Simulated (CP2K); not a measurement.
# HfO2 in CP2K: the effect of functional

The system is HfO2.

```
Hf O
1.0
     5.08032    0.00000    0.00000
     0.00000    5.16487    0.00000
     0.00000    0.00000    4.89088
Hf O
4 8
Direct
  0.22259 0.78180 0.27207
  0.72259 0.71820 0.72793
  0.77741 0.21820 0.27207
  0.27741 0.28180 0.72793
  0.18682 0.16365 0.10453
  0.68682 0.33635 0.89547
  0.81318 0.83635 0.10453
  0.31318 0.66365 0.89547
  0.00000 0.50000 0.48905
  0.50000 0.00000 0.51095
  0.00000 0.00000 0.57562
  0.50000 0.50000 0.42438
```

The cell comes from a database or a generator and needn't be the stable form of this composition.

Alike in all runs:

| Item | Value |
| --- | --- |
| Program | CP2K 2026.2 |
| Task | band structure |
| Potentials or basis | POTENTIAL_UZH Hf GTH-PBE-q12, O GTH-PBE-q6; DZVP-MOLOPT-PBE-GTH basis |
| Density cutoff | 11565 eV |
| k mesh | 4 × 4 × 4 |
| Occupations | fermi-dirac, width 0.05 eV |
| Spin | no spin polarisation |

```csv
functional,gap on the mesh (eV),pressure (GPa),largest force (eV/Å)
PBE,3.86,3.9,0.21
LDA,3.70,-6.5,0.13
PBEsol,3.77,-2.5,0.15
WC,3.78,-2.2,0.16
PW91,?,?,?
BLYP,3.92,10.9,1.85
TASK,5.18,13.3,0.29
```

Problem. What does the run with functional PW91 give?

Solution. gap on the mesh 3.85 eV; pressure 3.5 GPa; largest force 0.24 eV/Å.

Caveats: spin-orbit coupling is left out, which moves the levels of the heavy elements; the basis of atomic orbitals isn't converged, which shifts pressures, moduli and gaps; the potentials were made for another functional, which shifts forces and pressure (some runs).

